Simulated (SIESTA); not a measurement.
BAs under changes of volume

One of the cells (13.899 Å³/atom); the others are scaled copies at fixed shape and fractional positions:

```
CELL_PARAMETERS angstrom
0.00000 2.40432 2.40432
2.40432 0.00000 2.40432
2.40432 2.40432 0.00000
ATOMIC_POSITIONS crystal
As 0.75000 0.75000 0.75000
B 0.00000 0.00000 0.00000
```

* Program: SIESTA 5.4.2
* Functional: PBE
* Potentials or basis: PseudoDojo 0.4 standard (PBE files)
* Basis: DZP (energy shift 0.002 Ry)
* Grid cutoff: 500 Ry
* Energy shift: 0.002 Ry
* k mesh: 10 × 10 × 10
* Occupations: fermi-dirac, width 0.05 eV
* Spin: no spin polarisation

```csv
volume (Å³/atom),energy over the lowest point (meV/atom),pressure (GPa),gap on the mesh (eV)
12.809,75.41,17.5,1.44
13.081,?,?,?
13.354,29.23,10.1,1.47
13.899,5.75,4.0,1.49
14.171,0.85,1.7,1.51
14.444,0.00,-0.7,1.52
```

Q: What does the run at 13.081 Å³/atom give?

A: Energy over the lowest point 49.22 meV/atom; pressure 13.5 GPa; gap on the mesh 1.45 eV.

Worked out: A Birch-Murnaghan fit of order 3 (a polynomial in V^(-2/3)) to the other rows has its minimum at 14.37 Å³/atom with B0 = V·E''(V) = 111 GPa and B' = 5.3. It gives 49.18 meV/atom at 13.081 Å³/atom, against the run's 49.22, and -dE/dV = 13.5 GPa, against 13.5. A straight line through the other rows of the gap, of slope 0.663 eV per unit of ln V, gives 1.45 eV, against the run's 1.45.

Energies are extrapolated to zero smearing.

Caveats: semicore shells carry a single zeta, which can move pressures by several GPa and volumes by a few percent; the basis of atomic orbitals isn't converged, which shifts pressures, moduli and gaps.

A mesh can miss the band edges. Spin-orbit coupling on As is left out.
